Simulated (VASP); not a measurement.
# ZnO (zincite) (P6_3mc) in VASP: settings compared

The runs below take ZnO (zincite) through relaxation of cell and atoms, with r2SCAN, PBEsol, HSE06.

All numbers are computed with VASP 6.6.1; they aren't measurements. Logs are shortened: lines on timing, memory, paths and dates and some standing lists are left out, and cuts for length are marked.

### Step 1. Starting point

It takes space group P6_3mc (No. 186, hexagonal). Conventional cell: a = 3.241 Å, b = 3.241 Å, c = 5.217 Å, α = 90.00°, β = 90.00°, γ = 120.00°. Zn (site symmetry 3m) is surrounded by 4 O at 1.97 to 1.98 Å. O (site symmetry 3m) has 4 Zn at 1.97 to 1.98 Å as nearest neighbours.

### Step 2. Relaxation of cell and atoms, r2SCAN

The input, INCAR:

```
PREC = Accurate ; ENCUT = 600
EDIFF = 1E-7 ; ISMEAR = 0
SIGMA = 0.03 ; LREAL = F
LASPH = T ; NELM = 80
ALGO = Normal ; ISIF = 3
LWAVE = F ; LCHARG = F
METAGGA = R2SCAN ; LMIXTAU = T
IBRION = 2 ; NSW = 90
EDIFFG = -0.005
```

The input, KPOINTS:

```
Automatic mesh
0
Gamma
  9 9 5
```

The input, POSCAR:

```
ZnO                                     
1.0
    3.2414029737      0.0000000000      0.0000000000
   -1.6207014869      2.8071373191     -0.0000000000
   -0.0000000000      0.0000000000      5.2167996732
  Zn              O             
     2     2
Direct
     0.3333333332999970    0.6666666667000030    0.4995662650950173
     0.6666666667000030    0.3333333332999970    0.9995662650950173
     0.6666666667000030    0.3333333332999970    0.3794437349049837
     0.3333333332999970    0.6666666667000030    0.8794437349049836
```

Potentials or basis: VASP PAW PBE potentials, release 64 (Zn, O).

Command:

```sh
> cat potpaw_PBE.64/Zn/POTCAR potpaw_PBE.64/O/POTCAR > POTCAR
> mpirun -np 1 vasp_std > vasp.out
```

OUTCAR:

```text
PREC = Accurate
   ENCUT = 600
   EDIFF = 1E-7
   ISMEAR = 0
   LREAL = F
   LASPH = T
   NELM = 80
   ISIF = 3
   METAGGA = R2SCAN
   IBRION = 2
   NSW = 90
   EDIFFG = -0.005

 ion  position               nearest neighbor table
   1  0.333  0.667  0.500-   3 1.97   3 1.97   3 1.97   4 1.98
   2  0.667  0.333  1.000-   4 1.97   4 1.97   4 1.97   3 1.98
   3  0.667  0.333  0.379-   1 1.97   1 1.97   1 1.97   2 1.98
   4  0.333  0.667  0.879-   2 1.97   2 1.97   2 1.97   1 1.98

  LATTYP: Found a hexagonal cell.
 ALAT       =     3.2414029737
 C/A-ratio  =     1.6094264476

  Lattice vectors:

 A1 = (   3.2414029737,   0.0000000000,   0.0000000000)
 A2 = (  -1.6207014869,   2.8071373191,   0.0000000000)
 A3 = (   0.0000000000,   0.0000000000,   5.2167996732)

Analysis of symmetry for initial positions (statically):
=====================================================================
 Subroutine PRICEL returns:
 Original cell was already a primitive cell.

 Routine SETGRP: Setting up the symmetry group for a
 hexagonal supercell.

 Subroutine GETGRP returns: Found 12 space group operations
 (whereof  6 operations were pure point group operations)
 out of a pool of 24 trial point group operations.

The static configuration has the point symmetry C_3v.
 The point group associated with its full space group is C_6v.

Analysis of symmetry for dynamics (positions and initial velocities):
=====================================================================
 Subroutine PRICEL returns:
 Original cell was already a primitive cell.

 Routine SETGRP: Setting up the symmetry group for a
 hexagonal supercell.

 Subroutine GETGRP returns: Found 12 space group operations
 (whereof  6 operations were pure point group operations)
 out of a pool of 24 trial point group operations.

The dynamic configuration has the point symmetry C_3v.
 The point group associated with its full space group is C_6v.

 Subroutine INISYM returns: Found 12 space group operations
 (whereof  6 operations are pure point group operations),
 and found     1 'primitive' translations

----------------------------------------------------------------------------------------

                                     Primitive cell

  volume of cell :      47.4680

  direct lattice vectors                    reciprocal lattice vectors
     3.241402974  0.000000000  0.000000000     0.308508386  0.178117400  0.000000000
    -1.620701487  2.807137319  0.000000000     0.000000000  0.356234799  0.000000000
     0.000000000  0.000000000  5.216799673     0.000000000  0.000000000  0.191688403

  length of vectors
     3.241402974  3.241402974  5.216799673     0.356234799  0.356234799  0.191688403

  position of ions in fractional coordinates (direct lattice)
     0.333333333  0.666666667  0.499566265
     0.666666667  0.333333333  0.999566265
     0.666666667  0.333333333  0.379443735
     0.333333333  0.666666667  0.879443735

  ion indices of the primitive-cell ions
   primitive index   ion index
                 1           1
                 2           2
                 3           3
                 4           4

----------------------------------------------------------------------------------------

 KPOINTS: Automatic mesh

Automatic generation of k-mesh.
 Grid dimensions read from file:
 generate k-points for:    9    9    5

 Generating k-lattice:

  Cartesian coordinates                     Fractional coordinates (reciprocal lattice)
     0.034278710  0.019790822  0.000000000     0.111111111  0.000000000  0.000000000
     0.000000000  0.039581644  0.000000000     0.000000000  0.111111111  0.000000000
     0.000000000  0.000000000  0.038337681     0.000000000  0.000000000  0.200000000

  Length of vectors
     0.039581644  0.039581644  0.038337681

  Shift w.r.t. Gamma in fractional coordinates (k-lattice)
     0.000000000  0.000000000  0.000000000

 Subroutine IBZKPT returns following result:
 ===========================================

 Found     36 irreducible k-points:

 Following reciprocal coordinates:
            Coordinates               Weight
  0.000000  0.000000  0.000000      1.000000
  0.111111  0.000000  0.000000      6.000000
  0.222222 -0.000000  0.000000      6.000000
  0.333333  0.000000  0.000000      6.000000
  0.444444 -0.000000  0.000000      6.000000
  0.111111  0.111111  0.000000      6.000000
[... 16 lines left out ...]
  0.333333  0.222222  0.200000     24.000000
  0.333333  0.333333  0.200000      4.000000
 [... further k-points ...]
   k-points           NKPTS =     36   k-points in BZ     NKDIM =     36   number of bands    NBANDS=     22
   number of dos      NEDOS =    301   number of ions     NIONS =      4
   total plane-waves  NPLWV =  32928
   dimension x,y,z NGX =    28 NGY =   28 NGZ =   42
   dimension x,y,z NGXF=    56 NGYF=   56 NGZF=   84
   ions per type =               2   2
   NGX,Y,Z   is equivalent  to a cutoff of  14.36, 14.36, 13.38 a.u.
   NGXF,Y,Z  is equivalent  to a cutoff of  28.72, 28.72, 26.77 a.u.
 SYSTEM =  unknown system
   PREC   = accura    normal or accurate (medium, high low for compatibility)
   ISTART =      0    job   : 0-new  1-cont  2-samecut
   ICHARG =      2    charge: 1-file 2-atom 10-const
   ISPIN  =      1    spin polarized calculation?
   LNONCOLLINEAR =      F non collinear calculations
   LSORBIT =      F    spin-orbit coupling
   LASPH  =      T    aspherical Exc in radial PAW
   ENCUT  =  600.0 eV  44.10 Ry    6.64 a.u.   6.47  6.47 10.42*2*pi/ulx,y,z
   NELM   =     80;   NELMIN=  2; NELMDL= -5     # of ELM steps
   EDIFF  = 0.1E-06   stopping-criterion for ELM
   LREAL  =      F    real-space projection
   EDIFFG = -.5E-02   stopping-criterion for IOM
   NSW    =     90    number of steps for IOM
   IBRION =      2    ionic relax: 0-MD 1-quasi-New 2-CG
   NFREE  =      1    steps in history (QN), initial steepest desc. (CG)
   ISIF   =      3    stress and relaxation
   ISYM   =      2    0-nonsym 1-usesym 2-fastsym
   POTIM  = 0.5000    time-step for ionic-motion
   TEBEG  =    0.0;   TEEND  =   0.0 temperature during run
   PSTRESS=    0.0 pullay stress
   NELECT =      36.0000    total number of electrons
   NUPDOWN=      -1.0000    fix difference up-down
   EMIN   =  10.00;   EMAX   =-10.00  energy-range for DOS
   EFERMI =   0.00;   METHOD = LEGACY
   ISMEAR =     0;   SIGMA  =   0.03  broadening in eV -4-tet -1-fermi 0-gaus
   EFERMI_NEDOS =   21; number of points for ismear=-14 and -15
   IALGO  =     38    algorithm
   IMIX   =      4    mixing-type and parameters
     AMIX     =   0.40;   BMIX     =  1.00
     AMIX_MAG =   1.60;   BMIX_MAG =  1.00
  volume/ion in A,a.u.               =      11.87        80.08
  Fermi-wavevector in a.u.,A,eV,Ry     =   1.492939  2.821246 30.325573  2.228867
  Thomas-Fermi vector in A             =   2.605403
   LORBIT       =      0    0 simple, 1 ext, 2 COOP (PROOUT), +10 PAW based schemes
   METAGGA = R2SCAN    functional components
   LHFCALC =     F    Hartree Fock is set to
   AEXX    =    0.0000 exact exchange contribution
   IVDW    =     0    specifies the selected vdW correction
   LEPSILON=     F    determine dielectric tensor
   LRPA    =     F    only Hartree local field effects (RPA)
 conjugate gradient relaxation of ions
 non-spin polarized calculation
 Gauss-broadening in eV      SIGMA  =   0.03
  energy-cutoff  :      600.00
  volume of cell :       47.47
 maximum number of plane-waves:      1605
 NGX is ok and might be reduce to    28
   NGX = 13   NGY = 13   NGZ = 21

--------------------------------------- Ionic step        1  -------------------------------------------

 number of electron      36.0000008 magnetization

 Free energy of the ion-electron system (eV)
  ---------------------------------------------------
  ext. energy  EPLUGINS =         0.00000000
  ---------------------------------------------------
  free energy    TOTEN  =       -36.32388967 eV

  energy without entropy =      -36.32388967  energy(sigma->0) =      -36.32388967

------------------------ aborting loop because EDIFF is reached ----------------------------------------

  FORCE on cell =-STRESS in cart. coord.  units (eV):
  Direction    XX          YY          ZZ          XY          YZ          ZX
  --------------------------------------------------------------------------------------
  -------------------------------------------------------------------------------------
  Total       -0.0092815     -0.0092815     -0.0094882      0.0000000     -0.0000000      0.0000000
  in kB       -0.3132749     -0.3132749     -0.3202523      0.0000000     -0.0000000      0.0000000
  external PRESSURE =      -0.3156007 kB  Pullay stress =       0.0000000 kB
[... 99 lines left out ...]
  energy  without entropy=      -36.3239162907  energy(sigma->0) =      -36.32391629

--------------------------------------- Ionic step        4  -------------------------------------------

 number of electron      36.0000008 magnetization

 Free energy of the ion-electron system (eV)
  ---------------------------------------------------
  ext. energy  EPLUGINS =         0.00000000
  ---------------------------------------------------
  free energy    TOTEN  =       -36.32391998 eV

  energy without entropy =      -36.32391998  energy(sigma->0) =      -36.32391998

 E-fermi :   1.0739     XC(G=0): -11.6787

 val. band max:        0.8733214897   @ k =   0.0000   0.0000   0.0000
 cond. band min:       2.1023450054   @ k =   0.0000   0.0000   0.0000
 fundamental gap:      1.2290235158
 Fermi energy:         1.0739111935

 k-point     1 :       0.0000    0.0000    0.0000
  band No.  band energies     occupation
      1     -18.2326      2.00000
      2     -17.5426      2.00000
      3      -4.9594      2.00000
      4      -4.9593      2.00000
      5      -4.9062      2.00000
      6      -4.8407      2.00000
[... 574 lines left out ...]
      6      -4.3699      2.00000
[... 14 lines left out ...]
     21       9.3526      0.00000
     22       9.5157      0.00000

 [... further k-points ...]

------------------------ aborting loop because EDIFF is reached ----------------------------------------

  FORCE on cell =-STRESS in cart. coord.  units (eV):
  Direction    XX          YY          ZZ          XY          YZ          ZX
  --------------------------------------------------------------------------------------
  -------------------------------------------------------------------------------------
  Total       -0.0067069     -0.0067069      0.0145265      0.0000000     -0.0000000     -0.0000000
  in kB       -0.2264252     -0.2264252      0.4904150      0.0000000     -0.0000000     -0.0000000
  external PRESSURE =       0.0125215 kB  Pullay stress =       0.0000000 kB
[... 19 lines left out ...]
  FREE ENERGIE OF THE ION-ELECTRON SYSTEM (eV)
  ---------------------------------------------------
  free  energy   TOTEN  =       -36.3239199784 eV

  energy  without entropy=      -36.3239199784  energy(sigma->0) =      -36.32391998

 reached required accuracy - stopping structural energy minimisation
```

It took 9 min on 1 thread of Intel Xeon Platinum 8259CL at 2.50GHz (Skylake/Cascade Lake), shared host; peak memory 0.21 GiB.

Results:

```yaml
Free_energy: -36.3239 eV
Relaxed_volume: 11.86 Å³/atom
Relaxed_cell: a = 3.241 Å, b = 3.241 Å, c = 5.217 Å, α = 90.00°, β = 90.00°, γ = 120.00°
Space_group_after_relaxing_to_0.05_Å: P6_3mc (No. 186)
Energy_gained_by_relaxing: 0.0 meV/atom
Ionic_steps: 4
Pressure_after_relaxing: 0.0 GPa
Band_gap_on_the_k_mesh: 1.23 eV, direct
```

Forces in eV/Å, atoms in the order of the input:
```
Zn   0.000  0.000  0.003
Zn   0.000  0.000  0.003
O    0.000  0.000 -0.003
O    0.000  0.000 -0.003
```

Final structure:
```xyz
4
Lattice="3.2408 0.0000 0.0000 -1.6204 2.8066 0.0000 0.0000 0.0000 5.2175" Properties=species:S:1:pos:R:3 pbc="T T T"
Zn    0.0000    1.8711    2.6072
Zn    1.6204    0.9355    5.2159
O     1.6204    0.9355    1.9790
O     0.0000    1.8711    4.5878
```

Caveat: the PAW data sets were made with another functional, which shifts forces and pressure a little. r2SCAN opens gaps a little over a GGA but as a rule still falls short of measured ones.

### Step 3. Relaxation of cell and atoms, PBEsol

This run uses another cell than the first one, of 11.90 Å³/atom, 1.003 times its volume.

The input, INCAR:

```
SYSTEM = ZnO
ALGO = Normal ; EDIFF = 1E-6
EDIFFG = -0.01 ; ENCUT = 600
GGA = PS ; IBRION = 2
ISIF = 3 ; ISMEAR = 0
KPAR = 4 ; LASPH = .TRUE.
LCHARG = .FALSE. ; LREAL = .FALSE.
LWAVE = .FALSE. ; NELM = 80
NSW = 90 ; PREC = Accurate
SIGMA = 0.03
```

The input, KPOINTS:

```
k-points
0
G
  9 9 5
  0 0 0
```

The input, POSCAR:

```
ZnO
1.0
    3.2493080000      0.0000000000      0.0000000000
   -1.6246540000      2.8139832727      0.0000000000
    0.0000000000      0.0000000000      5.2057090000
Zn O
2 2
Direct
    0.3333333333      0.6666666667      0.5000000000
    0.6666666667      0.3333333333      0.0000000000
    0.6666666667      0.3333333333      0.3790100000
    0.3333333333      0.6666666667      0.8790100000
```

Potentials or basis: VASP PAW PBE potentials, release 64 (Zn, O).

Command:

```sh
> cat potpaw_PBE.64/Zn/POTCAR potpaw_PBE.64/O/POTCAR > POTCAR
> mpirun -np 4 vasp_std > vasp.out
```

Run time: 49 s. Hardware: 4 MPI ranks of Intel Xeon Platinum 8488C (Sapphire Rapids), shared host; peak memory 0.2 GiB.

Results (log left out):

| Quantity | Value |
| --- | --- |
| Free energy | -19.4156 eV |
| Relaxed volume | 11.84 Å³/atom |
| Relaxed cell | a = 3.236 Å, b = 3.236 Å, c = 5.222 Å, α = 90.00°, β = 90.00°, γ = 120.00° |
| Space group after relaxing (to 0.05 Å) | P6_3mc (No. 186) |
| Energy gained by relaxing | 0.4 meV/atom |
| Ionic steps | 8 |
| Pressure after relaxing | 0.0 GPa |
| Band gap on the k mesh | 0.68 eV, direct |

Step by step:
| step | energy change (eV) | largest force (eV/Å) | pressure (GPa) | volume (Å³) |
| --- | --- | --- | --- | --- |
| 1 | 0.0000 | 0.0651 | -0.66 | 47.60 |
| 2 | -0.0014 | 0.0326 | 0.43 | 47.26 |
| 3 | -0.0016 | 0.0060 | 0.06 | 47.35 |
| 4 | -0.0016 | 0.0081 | 0.18 | 47.34 |
| 5 | -0.0017 | 0.0182 | -0.09 | 47.40 |
| 6 | -0.0017 | 0.0143 | -0.05 | 47.38 |
| 7 | -0.0017 | 0.0104 | 0.00 | 47.37 |
| 8 | -0.0017 | 0.0004 | 0.04 | 47.36 |

Final structure:
```cif
data_structure
_symmetry_space_group_name_H-M 'P 1'
_symmetry_Int_Tables_number 1
_cell_length_a 3.2361
_cell_length_b 3.2361
_cell_length_c 5.2217
_cell_angle_alpha 90.000
_cell_angle_beta 90.000
_cell_angle_gamma 120.000
_cell_volume 47.36
loop_
_atom_site_label
_atom_site_type_symbol
_atom_site_fract_x
_atom_site_fract_y
_atom_site_fract_z
_atom_site_occupancy
Zn1 Zn 0.33333 0.66667 0.49998 1
Zn2 Zn 0.66667 0.33333 0.99998 1
O1 O 0.66667 0.33333 0.37903 1
O2 O 0.33333 0.66667 0.87903 1
```

Levels at points of the mesh, in eV from the valence-band top:
```csv
k point,band 16,band 17,band 18,band 19,band 20,band 21
"(0.00, 0.00, 0.00)",-0.09,0.00,0.00,0.68,5.14,8.09
```

Caveat: the PAW data sets were made with another functional, which shifts forces and pressure a little. A hybrid or GW would open this gap; PBEsol tends to underestimate it.

### Step 4. Relaxation of cell and atoms, HSE06

This run uses another cell than the first one, of 11.84 Å³/atom, 0.998 times its volume.

The input, POSCAR:

```
ZnO                                     
1.0
    3.2361380791     -0.0000000000      0.0000000000
   -1.6180690396      2.8025777866     -0.0000000000
    0.0000000000     -0.0000000000      5.2217173854
  Zn              O             
     2     2
Direct
     0.3333333332999970    0.6666666667000030    0.4999792806558825
     0.6666666667000030    0.3333333332999970    0.9999792806558825
     0.6666666667000030    0.3333333332999970    0.3790307193441184
     0.3333333332999970    0.6666666667000030    0.8790307193441185
```

The input, INCAR.step1:

```
SYSTEM = ZnO
ALGO = Normal ; EDIFF = 1E-5
ENCUT = 520 ; GGA = PE
ISMEAR = 0 ; KPAR = 4
LASPH = .TRUE. ; LCHARG = .FALSE.
LREAL = .FALSE. ; LWAVE = .TRUE.
NELM = 80 ; PREC = Accurate
SIGMA = 0.03
```

The input, INCAR.step2:

```
SYSTEM = ZnO
ALGO = Normal ; EDIFF = 1E-6
EDIFFG = -0.01 ; ENCUT = 520
GGA = PE ; HFSCREEN = 0.2
IBRION = 2 ; ISIF = 3
ISMEAR = 0 ; ISTART = 1
KPAR = 4 ; LASPH = .TRUE.
LCHARG = .FALSE. ; LHFCALC = .TRUE.
LREAL = .FALSE. ; LWAVE = .FALSE.
NELM = 80 ; NSW = 25
PREC = Accurate ; PRECFOCK = Fast
SIGMA = 0.03
```

The input, KPOINTS:

```
k-points
0
G
  6 6 3
  0 0 0
```

Command:

```sh
> cat potpaw_PBE.64/Zn/POTCAR potpaw_PBE.64/O/POTCAR > POTCAR
> cp INCAR.step1 INCAR
> mpirun -np 4 vasp_std > vasp.out
> cp INCAR.step2 INCAR
> mpirun -np 4 vasp_std > vasp.out
```

Run time: 51 min. Hardware: 4 MPI ranks of Intel Xeon Platinum 8488C (Sapphire Rapids), shared host; peak memory 0.27 GiB.

The run converged. Its results:

| Item | Value |
| --- | --- |
| Free energy | -22.7586 eV |
| Relaxed volume | 12.04 Å³/atom |
| Relaxed cell | a = 3.259 Å, b = 3.259 Å, c = 5.235 Å, α = 90.00°, β = 90.00°, γ = 120.00° |
| Space group after relaxing (to 0.05 Å) | P6_3mc (No. 186) |
| Energy gained by relaxing | 1.6 meV/atom |
| Ionic steps | 11 |
| Pressure after relaxing | 0.0 GPa |
| Band gap on the k mesh | 2.47 eV, direct |

The path:
```tsv
step	energy change (eV)	largest force (eV/Å)	pressure (GPa)	volume (Å³)
1	0.0000	0.0137	2.44	47.36
2	-0.0046	0.0151	-1.34	48.60
3	-0.0063	0.0148	0.01	48.18
4	-0.0063	0.0144	-0.21	48.20
5	-0.0064	0.0119	0.29	48.09
6	-0.0064	0.0133	0.03	48.14
7	-0.0064	0.0122	0.19	48.13
8	-0.0064	0.0151	0.05	48.14
9	-0.0064	0.0126	0.10	48.14
10	-0.0064	0.0098	0.08	48.14
11	-0.0065	0.0003	0.05	48.15
```

Final structure:
```
Zn O
1.0
     3.25877    0.00000    0.00000
    -1.62938    2.82218    0.00000
     0.00000    0.00000    5.23506
Zn O
2 2
Direct
  0.33333 0.66667 0.49923
  0.66667 0.33333 0.99923
  0.66667 0.33333 0.37978
  0.33333 0.66667 0.87978
```

Levels at points of the mesh, in eV from the valence-band top:
```
           k point  band 14  band 15  band 16  band 17  band 18  band 19  band 20  band 21  band 22
(0.00, 0.00, 0.00)    -0.84    -0.84    -0.07     0.00     0.00     2.47     7.16    10.28    14.95
(0.50, 0.00, 0.00)    -3.76    -3.01    -2.35    -1.37    -0.88     7.74     8.67     9.41    10.72
```

Caveat: the PAW data sets were made with another functional, which shifts forces and pressure a little. Zero-point motion and thermal expansion aren't in these numbers.

[end of part 1 of 2]
